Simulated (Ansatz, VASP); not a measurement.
# GaAs: VASP beside Ansatz

Wanted: the spread between two codes on one cell, functional and k mesh. The cell is taken from a series of VASP runs on this material, whose earlier steps may have relaxed, scaled or displaced it; both programs get it as it stands.

Program: Ansatz 0.2.0. Level of theory: plane waves, with VASP 6.6.1 beside it; relaxation of cell and atoms at PBEsol with D4. Results are calculated unless marked as measured.

## 1. Starting point

The structure is cubic, space group F-43m (No. 216). The conventional cell has a = 5.619 Å, b = 5.619 Å, c = 5.619 Å, α = 90.00°, β = 90.00°, γ = 90.00°. As has 4 Ga at 2.43 Å nearest. Nearest to Ga lie 4 As at 2.43 Å. Farther neighbours are not listed.

## 2. VASP: relaxation of cell and atoms, PBEsol with D4

The relaxed volume is the usual yardstick between codes: its relative difference is about their pressure difference at one cell divided by the bulk modulus.

Lines of VASP's logs that name or quote its potential files are left out, and so is its time.

File INCAR:

```
SYSTEM = GaAs
PREC = Accurate
ENCUT = 450
EDIFF = 1E-06
NELM = 100
ISMEAR = 0
SIGMA = 0.03
LREAL = .FALSE.
ALGO = Normal
GGA = PS
IVDW = 13
NBANDS = 15
LORBIT = 11
LWAVE = .FALSE.
LCHARG = .FALSE.
KPAR = 4
IBRION = 2
NSW = 50
ISIF = 3
EDIFFG = -0.006
```

File POSCAR:

```
GaAs
1.0
    0.0000000000      2.8096133163      2.8096133163
    2.8096133163      0.0000000000      2.8096133163
    2.8096133163      2.8096133163      0.0000000000
As Ga
1 1
Direct
    0.7500000000      0.7500000000      0.7500000000
    0.0000000000      0.0000000000      0.0000000000
```

File KPOINTS:

```
Automatic mesh
0
Gamma
6 6 6
0 0 0
```

The projector-augmented-wave data sets are As and Ga_d (PBE family, release 64).

On the command line:

```bash
$ mpirun -np 4 vasp_std
```

Numbers of over 12 decimals in the logs are rounded to 6 here.

What it wrote:

```text
[banner, memory and clock lines left out]
running    4 mpi-ranks, on    1 nodes
 distrk:  each k-point on    1 cores,    4 groups
 distr:  one band on    1 cores,    1 groups

 POSCAR found type information on POSCAR AsGa
 POSCAR found :  2 types and       2 ions
|                                                                             |
|               ----> ADVICE to this user running VASP <----                  |
|                                                                             |
|     You enforced a specific xc type in the INCAR file but a different       |
|     [... a line on the potential file left out ...]
|     I HOPE YOU KNOW WHAT YOU ARE DOING!                                     |
|                                                                             |

 LDA part: xc-table for (Slater+PW92), standard interpolation
 POSCAR, INCAR and KPOINTS ok, starting setup
 FFT: planning ... GRIDC
 FFT: planning ... GRID_SOFT
 FFT: planning ... GRID
 WAVECAR not read
 entering main loop
       N       E                     dE             d eps       ncg     rms          rms(c)
DAV:   1     0.751503989683E+02    0.75150E+02   -0.83676E+03   480   0.155E+03
DAV:   2    -0.338582896257E+01   -0.78536E+02   -0.75097E+02   536   0.284E+02
DAV:   3    -0.918692729775E+01   -0.58011E+01   -0.57774E+01   606   0.656E+01
DAV:   4    -0.926940624522E+01   -0.82479E-01   -0.82470E-01   522   0.883E+00
DAV:   5    -0.927069581636E+01   -0.12896E-02   -0.12895E-02   634   0.975E-01    0.301E+00
DAV:   6    -0.909542444966E+01    0.17527E+00   -0.24249E-01   726   0.100E+01    0.178E+00
DAV:   7    -0.906113698090E+01    0.34287E-01   -0.65349E-02   725   0.227E+00    0.542E-01
DAV:   8    -0.905931735871E+01    0.18196E-02   -0.10117E-02   585   0.122E+00    0.110E-01
DAV:   9    -0.905948488746E+01   -0.16753E-03   -0.73857E-04   610   0.349E-01    0.425E-02
DAV:  10    -0.905951733521E+01   -0.32448E-04   -0.55226E-05   673   0.800E-02    0.229E-02
DAV:  11    -0.905953861573E+01   -0.21281E-04   -0.24984E-05   550   0.540E-02    0.275E-03
DAV:  12    -0.905953859948E+01    0.16254E-07   -0.93683E-07   471   0.164E-02
   1 F= -.95483407E+01 E0= -.95483407E+01  d E =-.954834E+01
 curvature:   0.00 expect dE= 0.000E+00 dE for cont linesearch  0.000E+00
 trial: gam= 0.00000 g(F)=  0.643E-46 g(S)=  0.410E-05 ort = 0.000E+00 (trialstep = 0.100E+01)
 search vector abs. value=  0.410E-05
 reached required accuracy - stopping structural energy minimisation
```

OUTCAR, selected parts (step 2):

```text
ion  position               nearest neighbor table
   1  0.750  0.750  0.750-   2 2.43   2 2.43   2 2.43   2 2.43
   2  0.000  0.000  0.000-   1 2.43   1 2.43   1 2.43   1 2.43

  LATTYP: Found a face centered cubic cell.
 ALAT       =     5.6192266326

 Subroutine GETGRP returns: Found 24 space group operations
 (whereof 24 operations were pure point group operations)

The static configuration has the point symmetry T_d .

 Found     16 irreducible k-points:

   k-points           NKPTS =     16   k-points in BZ     NKDIM =     16   number of bands    NBANDS=     15

   dimension x,y,z NGX =    28 NGY =   28 NGZ =   28
   dimension x,y,z NGXF=    56 NGYF=   56 NGZF=   56

   ENCUT  =  450.0 eV  33.07 Ry    5.75 a.u.   6.87  6.87  6.87*2*pi/ulx,y,z

   NELECT =      18.0000    total number of electrons

 k-points in reciprocal lattice and weights: Automatic mesh
   0.00000000  0.00000000  0.00000000       0.005
   0.16666667  0.00000000  0.00000000       0.037
   0.33333333  0.00000000  0.00000000       0.037
   0.50000000  0.00000000  0.00000000       0.019
   0.16666667  0.16666667  0.00000000       0.028
   0.33333333  0.16666667  0.00000000       0.111
   0.50000000  0.16666667  0.00000000       0.111
  -0.33333333  0.16666667  0.00000000       0.111
  -0.16666667  0.16666667  0.00000000       0.056
[...]
-0.33333333  0.33333333  0.16666667       0.111
  -0.33333333  0.50000000  0.16666667       0.056

 average (electrostatic) potential at core
       1 -50.0368       2 -66.0827

 E-fermi :   4.1603

 k-point     1 :       0.0000    0.0000    0.0000
  band No.  band energies     occupation
    ...
      5     -10.7500      2.00000
      6      -8.9003      2.00000
      7       3.9875      2.00000
      8       3.9875      2.00000
      9       3.9875      2.00000
     10       4.5778      0.00000
     11       7.6735      0.00000
     12       7.6735      0.00000
     13       7.6735      0.00000
     14      11.4299      0.00000
    ...

 k-point     2 :       0.1667    0.0000    0.0000
  band No.  band energies     occupation
    ...
      5     -10.7501      2.00000
      6      -8.5689      2.00000
      7       1.2402      2.00000
      8       3.5916      2.00000
      9       3.5916      2.00000
     10       5.6380      0.00000
     11       8.2359      0.00000
     12       8.2359      0.00000
     13       8.6587      0.00000
     14      12.8181      0.00000
    ...

 k-point     3 :       0.3333    0.0000    0.0000
  band No.  band energies     occupation
    ...
      5     -10.7482      2.00000
      6      -7.7107      2.00000
      7      -1.4957      2.00000
      8       3.0295      2.00000
      9       3.0295      2.00000
     10       5.1836      0.00000
     11       8.6439      0.00000
     12       8.6439      0.00000
     13      11.2194      0.00000
     14      12.6214      0.00000
    ...

  DFT-D4 for vdW energy calculation

  Edisp (eV):   -0.48880

  Total      -0.00753    -0.00753    -0.00753     0.00000    -0.00000     0.00000
  in kB      -0.27203    -0.27203    -0.27203     0.00000    -0.00000     0.00000
  external pressure =       -0.27 kB  Pullay stress =        0.00 kB

  energy-cutoff  :      450.00
  volume of cell :       44.36
      direct lattice vectors                 reciprocal lattice vectors
     0.000000000  2.809613316  2.809613316    -0.177960432  0.177960432  0.177960432
     2.809613316  0.000000000  2.809613316     0.177960432 -0.177960432  0.177960432
     2.809613316  2.809613316  0.000000000     0.177960432  0.177960432 -0.177960432

 POSITION                                       TOTAL-FORCE (eV/Angst)
 -----------------------------------------------------------------------------------
      4.21442      4.21442      4.21442         0.000000     -0.000000      0.000000
      0.00000      0.00000      0.00000        -0.000000      0.000000     -0.000000
 -----------------------------------------------------------------------------------
    total drift:                               -0.000001     -0.000001     -0.000001

  FREE ENERGIE OF THE ION-ELECTRON SYSTEM (eV)
  ---------------------------------------------------
  free  energy   TOTEN  =        -9.5483406982 eV

  energy  without entropy=       -9.5483406982  energy(sigma->0) =       -9.54834070

 reached required accuracy - stopping structural energy minimisation

 total charge
# of ion       s       p       d       tot
------------------------------------------
    1        1.207   1.610   0.032   2.850
    2        0.880   0.824   9.998  11.703
--------------------------------------------------
tot          2.087   2.435  10.031  14.552

[... 3 further parts left out ...]
```

The run keeps the 24 symmetry operations of its start, so it cannot find a distortion of lower symmetry.

## 3. Ansatz: relaxation of cell and atoms, PBEsol with D4

Ansatz runs on its default PAW (the set named soft_2) files.

The same cell, functional, mesh and smearing now go to Ansatz, which takes its cutoff from its data sets.

File input.yaml:

```yaml
crystal:
  lattice:
    - [0.0, 2.8096133163, 2.8096133163]
    - [2.8096133163, 0.0, 2.8096133163]
    - [2.8096133163, 2.8096133163, 0.0]
  atoms:
    - { symbol: As, position: [0.75, 0.75, 0.75] }
    - { symbol: Ga, position: [0.0, 0.0, 0.0] }
hamiltonian:
  xc: pbesol
  pseudopotentials: { kind: paw }
  dispersion: d4
kpoints:
  mp_grid: { grid: [6, 6, 6] }
scf:
  occupations: { method: gaussian, width: 0.03 }
relax:
  f_tol: 0.01
  max_steps: 60
  cell: { stress_tol: 0.05 }
output:
  forces: true
  stress: true
  write_density: true
  write_potential: true
  elf: true
  volumetric_format: npy
```

On the command line:

```bash
$ ansatz run input.yaml --threads 4 --pin off --max-ram 9216MiB --backend cpu --events-out ev --progress --plain --runs-dir out
```

What it wrote:

```text
Engine: ansatz 0.2.0, aarch64-unknown-linux-gnu
Pseudopotentials: kind: paw
Pseudopotential: As, paw, valence charge 15, recommended cutoff 420 eV (normal), As.paw.azcp
Pseudopotential: Ga, paw, valence charge 13, recommended cutoff 420 eV (normal), Ga.paw.azcp
Functional definition: PBEsol
  exchange = pbesol_x
  correlation = pbesol_c
Crystal: 2 atoms, lattice volume = 44.358 Å³
Basis set: ecut = 420 eV, 893 PW (Γ), exchange–correlation on 54×54×54 points (8 copies of the dense FFT grid, shifted against one another)
Bands: 18, of which v1, the nominal top of the filled ones, is band 14 counted from 1 (13 counted from 0)
Symmetry: 24 space group operations
Space group: F-43m (ITA 216), of the structure as read, at distance tolerance 3.5e-5 Å
k-points: 16 of 216 (time reversal used)
Non-local potential: As, projectors of the file, l = 0: 2, l = 1: 2, l = 2: 3, l = 3: 1
Non-local potential: Ga, projectors of the file, l = 0: 2, l = 1: 2, l = 2: 3, l = 3: 1
PAW form: soft (Blöchl's): semilocal exchange-correlation on the pseudo side does not see the compensation charge
PAW frozen core: As, regenerated for the run's functional, and the local potential with it (the file was generated under x = pbe(κ = 0.804, μ = 0.219515), c = pbe(β = 0.066725))
PAW frozen core: Ga, regenerated for the run's functional, and the local potential with it (the file was generated under x = pbe(κ = 0.804, μ = 0.219515), c = pbe(β = 0.066725))
PAW one-centre angular grid: As, 590 points (default); XC on 64 Gauss nodes
PAW one-centre angular grid: Ga, 590 points (default); XC on 64 Gauss nodes
Initial density: superposition of atomic densities (neutral atoms: chi_scale 0, normalization atom), corrected by the library's trained network
Initial wavefunctions: pseudopotential atomic-orbital guess
Functional: x = pbesol(κ = 0.804, μ = 0.123457), c = pbesol(β = 0.046)
SCF iter   1: F=—  HF=-8557.320963 eV  |F-HF|=—  |Δ(HF+E_count)|=         —  Δρ=2.79e-3  dr2=5.58e-3  ethr=1.77e-3  ⟨swp⟩=6.0  Hψ=1352  notcnv=0
preconditioner: auto → none  [insulator: Δε(μ)=0.567 eV  Ē_g=15.487 eV  σ=0.030 eV  W_gap=1.00  n_scr=14 (ndim 8)  ℏωp=23.7 eV  f_vac=0.081  D(μ)=0.00/eV (n_scr^D=0)  ε∞_Penn≈3.3]
SCF iter   2: F=—  HF=-8557.318335 eV  |F-HF|=—  |Δ(HF+E_count)|=   2.63e-3  Δρ=9.74e-4  dr2=3.95e-4  ethr=1.99e-5  ⟨swp⟩=2.9  Hψ=659  notcnv=0
SCF iter   3: F=—  HF=-8557.318374 eV  |F-HF|=—  |Δ(HF+E_count)|=   3.89e-5  Δρ=3.69e-4  dr2=5.95e-5  ethr=1.41e-6  ⟨swp⟩=2.0  Hψ=432  notcnv=0
SCF iter   4: F=—  HF=-8557.318374 eV  |F-HF|=—  |Δ(HF+E_count)|=   1.32e-7  Δρ=1.83e-4  dr2=9.48e-6  ethr=2.12e-7  ⟨swp⟩=2.0  Hψ=432  notcnv=0
SCF iter   5: F=—  HF=-8557.318379 eV  |F-HF|=—  |Δ(HF+E_count)|=   4.69e-6  Δρ=3.17e-5  dr2=2.47e-7  ethr=3.39e-8  ⟨swp⟩=2.0  Hψ=432  notcnv=0
SCF iter   6: F=-8557.318379 eV  HF=-8557.318379 eV  |F-HF|=6.55e-10  |Δ(HF+E_count)|=   2.60e-7  Δρ=2.25e-6  dr2=1.58e-9  ethr=3.57e-10  ⟨swp⟩=7.9  Hψ=1556  notcnv=0
SCF 1 converged in 6 iterations: F = -8557.318379 eV  dr2 = 1.58e-9
  greatest PAW one-centre occupation: 0.999 electrons in one spin orbital (limit 2), on the As atom at site 0 (counted from 0), in its partial waves of l = 2
relax step   1: F+E_penalty+E_count = -8557.31837907 eV  Δ(F+E_penalty+E_count) = +0.000e0 eV  max|allowed force component| = 1.388e-16 eV/Å  Δτ_max = 0.0000 Å  P = -0.115 GPa  Ω = 44.358 Å³  (6 SCF iters, dr2 threshold 1.00e-7 eV, accepted)
[...]
relax step   2: F+E_penalty+E_count = -8557.31841425 eV  Δ(F+E_penalty+E_count) = -3.517e-5 eV  max|allowed force component| = 5.674e-18 eV/Å  Δτ_max = 0.0000 Å  P = -0.021 GPa  Ω = 44.301 Å³  energy of the carried Pulay correction = +1.117e-5 eV  (3 SCF iters, dr2 threshold 3.32e-8 eV, accepted)
[...]
relax step   3: F+E_penalty+E_count = -8557.31841053 eV  Δ(F+E_penalty+E_count) = +3.712e-6 eV  max|allowed force component| = 1.330e-17 eV/Å  Δτ_max = 0.0000 Å  P = -0.021 GPa  Ω = 44.301 Å³  stress off target by 2.13e-2 GPa  SCF on the basis re-selected at this cell (its energy is not comparable with the rows above)  (5 SCF iters)
basis re-selected at this cell: Δ(F+E_penalty+E_count) = +3.712e-6 eV, ΔP = -0.000 GPa vs the last step (what re-selecting the basis moved, of the pressure what is left beyond the Pulay correction that the steps carried, after the strain that the cell walked since its last selection, with what the two solves' SCF thresholds leave and, on support functions, any second-order correction that the steps lacked; it is no m [...]
SCF converged after 5 iterations
Free energy (F): -8557.318411 eV
Harris-Foulkes:  -8557.318411 eV  (|F-HF|=0.00e0)
Internal energy: -8557.318411 eV  (E = F + TS)
E sigma→0 (E₀):  -8557.318411 eV
Fermi energy:    8.622003 eV
--- Per-component energies (eV) ---
  E_band       = -309.557048
  E_kinetic    = 220.051194
  E_local      = -3890.527460  (includes V_loc(G=0)·N_el)
  E_nonlocal   = -242.211076
  E_hartree    = 1960.801640
  E_xc         = -147.536246
  E_vxc        = -137.827032  (∫ρ·V_xc dr)
  E_paw        = -3742.798177  (= ΣΔE_a)
  E_vpaw       = -180.645872  (= ΣTr[D̂ρ^β])
  E_aug_tail   = -0.000086  (compensation charges beyond the density's cutoff)
  E_ewald      = -2716.437845
  E_disp       = -0.489760  (pairwise vdW)
  E_core_change = 1.829407  (= ΣΔE_core)
  E_smearing   = -0.000000  (= −TS)
  E_closure    = 0.000000  (closes the sum)
  Σ components = -8557.318411   (vs F -8557.318411, Δ=0.00e0)
--- Forces (eV/Å), atoms counted from 1 ---
  atom   1  As     0.00000000    -0.00000000    -0.00000000
  atom   2  Ga    -0.00000000     0.00000000     0.00000000
  max |Σ_I F_I| component: 1.33e-17 eV/Å
--- Stress (GPa, compression-positive) ---
       -0.021294       0.000000      -0.000000
       -0.000000      -0.021294       0.000000
       -0.000000       0.000000      -0.021294
  P = ⅓ Tr σ = -0.0213 GPa (-0.213 kbar)
--- Band table (eV; the first three rows and the last of 16) ---
  k-point 0: bands = [... 10 lower, -4.5680, 8.3285, 8.3285, 8.3285, 8.9138, 12.0266, 12.0266, 12.0266]
  k-point 1: bands = [... 10 lower, -4.2366, 5.5815, 7.9334, 7.9334, 9.9807, 12.5886, 12.5886, 13.0052]
  k-point 2: bands = [... 10 lower, -3.3791, 2.8477, 7.3718, 7.3718, 9.5288, 12.9963, 12.9963, 15.5622]
  k-point 15: bands = [... 10 lower, -1.9189, 1.5366, 4.8636, 5.0049, 11.5085, 11.7558, 15.4519, 15.7481]
--- Relaxed structure (2 steps of the walk, 2 accepted, 1 SCFs on fresh bases) ---
  F+E_penalty+E_count = -8557.31841053 eV   max|allowed force component| = 1.330e-17 eV/Å   (the final SCF, on the basis selected at the relaxed cell)
  cell:  # Å, volume = 44.3013 Å³
    - [0, 2.808420, 2.808420]
    - [2.808420, 0, 2.808420]
    - [2.808420, 2.808420, 0]
  atoms:
    - { symbol: As, position: [0.750000, 0.750000, 0.750000] }
    - { symbol: Ga, position: [0, 0, 0] }
```

It took 1.8 s on 4 threads of Arm Neoverse V2, shared host; peak memory 0.34 GiB; 4.8 s of CPU time.

## 4. Side by side

Known differences besides the potentials themselves: both relaxations stop at a tolerance, which leaves soft axes loose, and VASP keeps its plane-wave basis; the data sets hold 28 valence electrons in Ansatz (default PAW (the set named soft_2) files) and 18 in VASP; the cutoff is 420 eV in Ansatz and 450 eV in VASP; Ansatz makes its cores anew for this functional, VASP keeps those of its PBE data sets; VASP leaves aspherical gradient terms in its spheres out (LASPH is not set), Ansatz keeps them; Ansatz adds a Pulay correction to the stress that steers its cell, VASP none. Total energies have different zeros and are not compared.

Compared:

```
                                         quantity  Ansatz   VASP  difference
                                      volume (Å³)   44.30  44.36     -0.13 %
edge a after relaxation, in the typed setting (Å)   3.972  3.973     -0.04 %
```

The walks stopped with -0.02 GPa left in Ansatz and -0.03 GPa in VASP; each walk ends within a tolerance, so the volume difference is uncertain by about these residues over the bulk modulus, most in soft cells.

## 5. Results

```json
{
  "difference in volume (relaxation of cell and atoms, PBEsol with D4)": "-0.13 %"
}
```

In words: The difference in volume is -0.13 % (relaxation of cell and atoms, PBEsol with D4), within the 1.2 % picked in this series as the mark of a large difference, as far as the stopping tolerances let one tell. Such differences can come from data sets, numerical settings and the points named under the comparisons, not from the functional's error against experiment.

[Lines on the potential files, build, host, timing and source positions are cut from VASP's logs without a mark.]

[Logs are printed without paths, hosts, clocks, repeated set-up lines and the standing remarks that a program may print on its own settings, such as how far it seeks lower states.]

[Hosts, paths, dates, database ids (printed as entryN), source tags and the programs' standing remarks are cut or masked in the printed files.]
